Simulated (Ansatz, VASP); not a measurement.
**Two plane-wave programs on CaO**

File POSCAR:

```
CaO
1.0
    0.0000000000      2.6067317416      2.6067317416
    2.6067317416      0.0000000000      2.6067317416
    2.6067317416      2.6067317416      0.0000000000
Ca O
1 1
Direct
    0.0000000000      0.0000000000      0.0000000000
    0.2500000000      0.2500000000      0.2500000000
```

File INCAR.step1:

```
  ALGO = Normal
  EDIFF = 1E-5
  ENCUT = 520
  GGA = PE
  ISIF = 2
  ISMEAR = 0
  LASPH = T
  LREAL = F
  LWAVE = T
  NBANDS = 15
  NELM = 80
  PREC = Accurate
  SIGMA = 0.01
```

File INCAR.step2:

```
  ALGO = Normal
  EDIFF = 1E-6
  ENCUT = 520
  GGA = PE
  HFSCREEN = 0.2079
  ISIF = 2
  ISMEAR = 0
  ISTART = 1
  LASPH = T
  LCHARG = T
  LELF = T
  LHFCALC = T
  LREAL = F
  LVHAR = T
  LWAVE = F
  NBANDS = 15
  NELM = 80
  PREC = Accurate
  PRECFOCK = Normal
  SIGMA = 0.01
```

KPOINTS

```
k-points
0
Gamma
  4 4 4
```

Input for Ansatz:

```yaml
crystal:
  lattice:
    - [0.0, 2.6067317416, 2.6067317416]
    - [2.6067317416, 0.0, 2.6067317416]
    - [2.6067317416, 2.6067317416, 0.0]
  atoms:
    - { symbol: Ca, position: [0.0, 0.0, 0.0] }
    - { symbol: O, position: [0.25, 0.25, 0.25] }
kpoints:
  mp_grid: { grid: [4, 4, 4] }
hamiltonian:
  xc: hse06
scf:
  occupations: { method: fixed }
  n_extra_bands: 4
output:
  forces: true
  stress: true
  eigenvalues: true
  write_density: true
  write_potential: true
  elf: true
  volumetric_format: npy
```

The cell was built by a generator and needn't be a form met in nature.

Alike in both runs: task single point; functional HSE06; k mesh 4 × 4 × 4; no spin polarisation.

|  | VASP | Ansatz |
| --- | --- | --- |
| version | VASP 6.6.1 | Ansatz 0.2.0 |
| potentials or method | VASP PAW PBE potentials, release 64 (Ca_sv, O) | plane waves, PAW |
| plane-wave cutoff (eV) | 520 | 420 |
| occupations | gaussian, width 0.01 eV | fixed |
| valence electrons in the cell | 16 | 16 |

VASP gave:

```
gap on the k mesh at the Fermi level (eV) : 4.71
pressure (GPa)                            : 0.6
```

Question: Estimate Ansatz's values.

Answer: gap on the k mesh at the Fermi level (eV): 4.73; pressure (GPa): 0.1.

Ansatz warned: «stress_exchange_threshold_loose».

Caveats: the k mesh is coarse (spacing up to 0.52 Å⁻¹), so the values aren't converged, least of all with exact exchange; the PAW data sets were made with another functional, which shifts forces and pressure a little (VASP). A k mesh can miss the band edges.
